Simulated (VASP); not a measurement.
# CdS (F-43m) in VASP: single point with HSE06

Aim: the single point of CdS with HSE06.

All numbers are computed with VASP 6.6.1; they aren't measurements. Logs are shortened: lines on timing, memory, paths and dates and some standing lists are left out, and cuts for length are marked.

## 1. Starting point

It takes space group F-43m (No. 216, cubic). Conventional cell: a = 5.836 Å, b = 5.836 Å, c = 5.836 Å, α = 90.00°, β = 90.00°, γ = 90.00°. Cd (site symmetry -43m) is surrounded by 4 S at 2.53 Å. Around S (site symmetry -43m) lie 4 Cd at 2.53 Å.

The cell is a database's computed one.

## 2. Single point, HSE06

Contents of POSCAR:

```
CdS
1.0
    0.0000000000      2.9178400000      2.9178400000
    2.9178400000      0.0000000000      2.9178400000
    2.9178400000      2.9178400000      0.0000000000
Cd S
1 1
Direct
    0.0000000000      0.0000000000      0.0000000000
    0.7500000000      0.7500000000      0.7500000000
```

Contents of INCAR.step1:

```
SYSTEM = CdS
PREC = Accurate
ENCUT = 520
EDIFF = 1E-5
ISMEAR = 0
SIGMA = 0.02
LREAL = .FALSE.
LASPH = .TRUE.
NELM = 80
ALGO = Normal
ISIF = 2
LWAVE = .TRUE.
LCHARG = .FALSE.
GGA = PE
```

Contents of INCAR.step2:

```
SYSTEM = CdS
PREC = Accurate
ENCUT = 520
EDIFF = 1E-6
ISMEAR = 0
SIGMA = 0.02
LREAL = .FALSE.
LASPH = .TRUE.
NELM = 80
ALGO = Normal
ISIF = 2
LWAVE = .FALSE.
LCHARG = .FALSE.
GGA = PE
LHFCALC = .TRUE.
HFSCREEN = 0.2
PRECFOCK = Fast
ISTART = 1
```

Contents of KPOINTS:

```
regular mesh
0
G
  6 6 6
  0 0 0
```

Potentials or basis: VASP PAW PBE potentials, release 64 (Cd, S).

The run is started by

```
cat potpaw_PBE.64/Cd/POTCAR potpaw_PBE.64/S/POTCAR > POTCAR
cp INCAR.step1 INCAR
mpirun -np 1 vasp_std > vasp.out
cp INCAR.step2 INCAR
mpirun -np 1 vasp_std > vasp.out
```

OUTCAR:

```text
SYSTEM = CdS
   PREC = Accurate
   ENCUT = 520
   EDIFF = 1E-6
   ISMEAR = 0
   LREAL = .FALSE.
   LASPH = .TRUE.
   NELM = 80
   ISIF = 2
   GGA = PE
   LHFCALC = .TRUE.
   HFSCREEN = 0.2
   PRECFOCK = Fast
   ISTART = 1

 ion  position               nearest neighbor table
   1  0.000  0.000  0.000-   2 2.53   2 2.53   2 2.53   2 2.53
   2  0.750  0.750  0.750-   1 2.53   1 2.53   1 2.53   1 2.53

  LATTYP: Found a face centered cubic cell.
 ALAT       =     5.8356800000

  Lattice vectors:

 A1 = (   0.0000000000,   2.9178400000,   2.9178400000)
 A2 = (   2.9178400000,   0.0000000000,   2.9178400000)
 A3 = (   2.9178400000,   2.9178400000,   0.0000000000)

Analysis of symmetry for initial positions (statically):
=====================================================================
 Subroutine PRICEL returns:
 Original cell was already a primitive cell.

 Routine SETGRP: Setting up the symmetry group for a
 face centered cubic supercell.

 Subroutine GETGRP returns: Found 24 space group operations
 (whereof 24 operations were pure point group operations)
 out of a pool of 48 trial point group operations.

The static configuration has the point symmetry T_d .

Analysis of symmetry for dynamics (positions and initial velocities):
=====================================================================
 Subroutine PRICEL returns:
 Original cell was already a primitive cell.

 Routine SETGRP: Setting up the symmetry group for a
 face centered cubic supercell.

 Subroutine GETGRP returns: Found 24 space group operations
 (whereof 24 operations were pure point group operations)
 out of a pool of 48 trial point group operations.

The dynamic configuration has the point symmetry T_d .

 Subroutine INISYM returns: Found 24 space group operations
 (whereof 24 operations are pure point group operations),
 and found     1 'primitive' translations

----------------------------------------------------------------------------------------

                                     Primitive cell

  volume of cell :      49.6838

  direct lattice vectors                    reciprocal lattice vectors
     0.000000000  2.917840000  2.917840000    -0.171359636  0.171359636  0.171359636
     2.917840000  0.000000000  2.917840000     0.171359636 -0.171359636  0.171359636
     2.917840000  2.917840000  0.000000000     0.171359636  0.171359636 -0.171359636

  length of vectors
     4.126448901  4.126448901  4.126448901     0.296803596  0.296803596  0.296803596

  position of ions in fractional coordinates (direct lattice)
     0.000000000  0.000000000  0.000000000
     0.750000000  0.750000000  0.750000000

  ion indices of the primitive-cell ions
   primitive index   ion index
                 1           1
                 2           2

----------------------------------------------------------------------------------------

 KPOINTS: regular mesh

Automatic generation of k-mesh.
 Grid dimensions read from file:
 generate k-points for:    6    6    6

 Generating k-lattice:

  Cartesian coordinates                     Fractional coordinates (reciprocal lattice)
    -0.028559939  0.028559939  0.028559939     0.166666667  0.000000000  0.000000000
     0.028559939 -0.028559939  0.028559939     0.000000000  0.166666667  0.000000000
     0.028559939  0.028559939 -0.028559939     0.000000000  0.000000000  0.166666667

  Length of vectors
     0.049467266  0.049467266  0.049467266

  Shift w.r.t. Gamma in fractional coordinates (k-lattice)
     0.000000000  0.000000000  0.000000000

 Subroutine IBZKPT returns following result:
 ===========================================

 Found     16 irreducible k-points:

 Following reciprocal coordinates:
            Coordinates               Weight
  0.000000  0.000000  0.000000      1.000000
  0.166667  0.000000  0.000000      8.000000
  0.333333  0.000000  0.000000      8.000000
  0.500000  0.000000  0.000000      4.000000
  0.166667  0.166667  0.000000      6.000000
  0.333333  0.166667  0.000000     24.000000
[... 8 lines left out ...]
 -0.333333  0.333333  0.166667     24.000000
 -0.333333  0.500000  0.166667     12.000000
   k-points           NKPTS =     16   k-points in BZ     NKDIM =    216   number of bands    NBANDS=     13
   number of dos      NEDOS =    301   number of ions     NIONS =      2
   total plane-waves  NPLWV =  32768
   dimension x,y,z NGX =    32 NGY =   32 NGZ =   32
   dimension x,y,z NGXF=    64 NGYF=   64 NGZF=   64
   ions per type =               1   1
   NGX,Y,Z   is equivalent  to a cutoff of  12.89, 12.89, 12.89 a.u.
   NGXF,Y,Z  is equivalent  to a cutoff of  25.78, 25.78, 25.78 a.u.
 SYSTEM =  CdS
   PREC   = accura    normal or accurate (medium, high low for compatibility)
   ISTART =      1    job   : 0-new  1-cont  2-samecut
   ICHARG =      0    charge: 1-file 2-atom 10-const
   ISPIN  =      1    spin polarized calculation?
   LNONCOLLINEAR =      F non collinear calculations
   LSORBIT =      F    spin-orbit coupling
   LASPH  =      T    aspherical Exc in radial PAW
   ENCUT  =  520.0 eV  38.22 Ry    6.18 a.u.   7.67  7.67  7.67*2*pi/ulx,y,z
   NELM   =     80;   NELMIN=  2; NELMDL=  0     # of ELM steps
   EDIFF  = 0.1E-05   stopping-criterion for ELM
   LREAL  =      F    real-space projection
   EDIFFG = 0.1E-04   stopping-criterion for IOM
   NSW    =      0    number of steps for IOM
   IBRION =     -1    ionic relax: 0-MD 1-quasi-New 2-CG
   NFREE  =      0    steps in history (QN), initial steepest desc. (CG)
   ISIF   =      2    stress and relaxation
   ISYM   =      3    0-nonsym 1-usesym 2-fastsym
   POTIM  = 0.5000    time-step for ionic-motion
   TEBEG  =    0.0;   TEEND  =   0.0 temperature during run
   PSTRESS=    0.0 pullay stress
   NELECT =      18.0000    total number of electrons
   NUPDOWN=      -1.0000    fix difference up-down
   EMIN   =  10.00;   EMAX   =-10.00  energy-range for DOS
   EFERMI =   0.00;   METHOD = LEGACY
   ISMEAR =     0;   SIGMA  =   0.02  broadening in eV -4-tet -1-fermi 0-gaus
   EFERMI_NEDOS =   21; number of points for ismear=-14 and -15
   IALGO  =     38    algorithm
   IMIX   =      1    mixing-type and parameters
     AMIX     =   0.40;   BMIX     =  1.00
     AMIX_MAG =   1.60;   BMIX_MAG =  1.00
  volume/ion in A,a.u.               =      24.84       167.64
  Fermi-wavevector in a.u.,A,eV,Ry     =   1.167063  2.205429 18.531616  1.362035
  Thomas-Fermi vector in A             =   2.303568
   LORBIT       =      0    0 simple, 1 ext, 2 COOP (PROOUT), +10 PAW based schemes
   GGA     = PE    functional components
   LHFCALC =     T    Hartree Fock is set to
   PRECFOCK=fast      Normal, Fast or Accurate (Low or Medium for compatibility)
   ENCUT4O =  -1.0   cutoff for four orbital integrals eV
   NKREDX  =     1    reduce k-point grid by
   NKREDY  =     1    reduce k-point grid by
   NKREDZ  =     1    reduce k-point grid by
   AEXX    =    0.2500 exact exchange contribution
   HFSCREEN=    0.2000 screening length (either q_TF or 0.3 A-1)
   HFSCREENC=   0.2000 screening length for correlation (either q_TF or 0.3 A-1)
   ENCUTFOCK=  -1.0 apply spherical cutoff to Coloumb kernel
   IVDW    =     0    specifies the selected vdW correction
   LEPSILON=     F    determine dielectric tensor
   LRPA    =     F    only Hartree local field effects (RPA)
 non-spin polarized calculation
 Gauss-broadening in eV      SIGMA  =   0.02
  energy-cutoff  :      520.00
  volume of cell :       49.68
 maximum number of plane-waves:      1363
 NGX is ok and might be reduce to    32
  NGX = 18; NGY = 18; NGZ = 18

 number of electron      18.0000005 magnetization

 Free energy of the ion-electron system (eV)
  ---------------------------------------------------
  ext. energy  EPLUGINS =         0.00000000
  ---------------------------------------------------
  free energy    TOTEN  =        -7.63201786 eV

  energy without entropy =       -7.63201786  energy(sigma->0) =       -7.63201786

 E-fermi :   0.7815     XC(G=0):  -7.5747

 val. band max:        0.6414264690   @ k =   0.0000   0.0000   0.0000
 cond. band min:       2.8254641137   @ k =   0.0000   0.0000   0.0000
 fundamental gap:      2.1840376447
 Fermi energy:         0.7815056779

 k-point     1 :       0.0000    0.0000    0.0000
  band No.  band energies     occupation
      1     -12.9174      2.00000
      2      -8.2109      2.00000
      3      -8.2109      2.00000
      4      -8.2109      2.00000
      5      -7.7283      2.00000
      6      -7.7283      2.00000
      7       0.6414      2.00000
      8       0.6414      2.00000
      9       0.6414      2.00000
     10       2.8255      0.00000
     11       8.3716      0.00000
     12       8.3716      0.00000
     13       8.3716      0.00000

 k-point     2 :       0.1667    0.0000    0.0000
  band No.  band energies     occupation
      1     -12.8033      2.00000
      2      -8.1733      2.00000
      3      -8.1733      2.00000
      4      -8.0968      2.00000
      5      -7.7291      2.00000
      6      -7.7291      2.00000
      7      -0.8943      2.00000
      8       0.4223      2.00000
      9       0.4223      2.00000
     10       3.9856      0.00000
     11       8.0135      0.00000
     12       8.7133      0.00000
     13       8.7133      0.00000

 k-point     3 :       0.3333    0.0000    0.0000
  band No.  band energies     occupation
      1     -12.5761      2.00000
      2      -8.1113      2.00000
      3      -8.1113      2.00000
      4      -7.7134      2.00000
      5      -7.7134      2.00000
      6      -7.6971      2.00000
      7      -2.9909      2.00000
      8       0.0225      2.00000
      9       0.0225      2.00000
     10       4.7351      0.00000
     11       8.5790      0.00000
     12       8.9230      0.00000
     13       8.9230      0.00000
[... 177 lines left out ...]
 k-point    15 :      -0.3333    0.3333    0.1667
  band No.  band energies     occupation
      1     -12.3626      2.00000
      2      -8.0146      2.00000
      3      -7.9745      2.00000
      4      -7.7707      2.00000
      5      -7.7109      2.00000
      6      -7.1234      2.00000
      7      -3.5647      2.00000
      8      -1.8172      2.00000
      9      -1.0158      2.00000
     10       6.8215      0.00000
     11       7.2801      0.00000
     12       8.9300      0.00000
     13      10.6618      0.00000

 k-point    16 :      -0.3333    0.5000    0.1667
  band No.  band energies     occupation
      1     -12.3283      2.00000
      2      -7.9692      2.00000
      3      -7.9434      2.00000
      4      -7.8091      2.00000
      5      -7.6883      2.00000
      6      -7.0886      2.00000
      7      -3.5025      2.00000
      8      -1.6625      2.00000
      9      -1.6454      2.00000
     10       6.3455      0.00000
     11       7.0177      0.00000
     12      10.1175      0.00000
     13      10.2220      0.00000

------------------------ aborting loop because EDIFF is reached ----------------------------------------

  FORCE on cell =-STRESS in cart. coord.  units (eV):
  Direction    XX          YY          ZZ          XY          YZ          ZX
  --------------------------------------------------------------------------------------
  -------------------------------------------------------------------------------------
  Total        0.5944833      0.5944833      0.5944833      0.0000000      0.0000000      0.0000000
  in kB       19.1706046     19.1706046     19.1706046      0.0000000      0.0000000      0.0000000
  external PRESSURE =      19.1706046 kB  Pullay stress =       0.0000000 kB

 VOLUME and BASIS-vectors are now :
 -----------------------------------------------------------------------------
  energy-cutoff  :      520.00
  volume of cell :       49.68
      direct lattice vectors                 reciprocal lattice vectors
     0.000000000  2.917840000  2.917840000    -0.171359636  0.171359636  0.171359636
     2.917840000  0.000000000  2.917840000     0.171359636 -0.171359636  0.171359636
     2.917840000  2.917840000  0.000000000     0.171359636  0.171359636 -0.171359636

 POSITION                                       TOTAL-FORCE (eV/Angst)
 -----------------------------------------------------------------------------------
      0.00000      0.00000      0.00000         0.000000      0.000000      0.000000
      4.37676      4.37676      4.37676        -0.000000     -0.000000     -0.000000
 -----------------------------------------------------------------------------------
    total drift:                               -0.000076     -0.000073     -0.000049

  FREE ENERGIE OF THE ION-ELECTRON SYSTEM (eV)
  ---------------------------------------------------
  free  energy   TOTEN  =        -7.6320178554 eV

  energy  without entropy=       -7.6320178554  energy(sigma->0) =       -7.63201786
```

Wall time 11 min (1 thread of Intel Xeon Platinum 8488C (Sapphire Rapids), shared host); peak memory 0.29 GiB.

What came out:

```yaml
Free_energy: -7.6320 eV
Pressure: 1.9 GPa
Band_gap_on_the_k_mesh: 2.18 eV, direct
```

Caveat: the PAW data sets were made with another functional, which shifts forces and pressure a little.
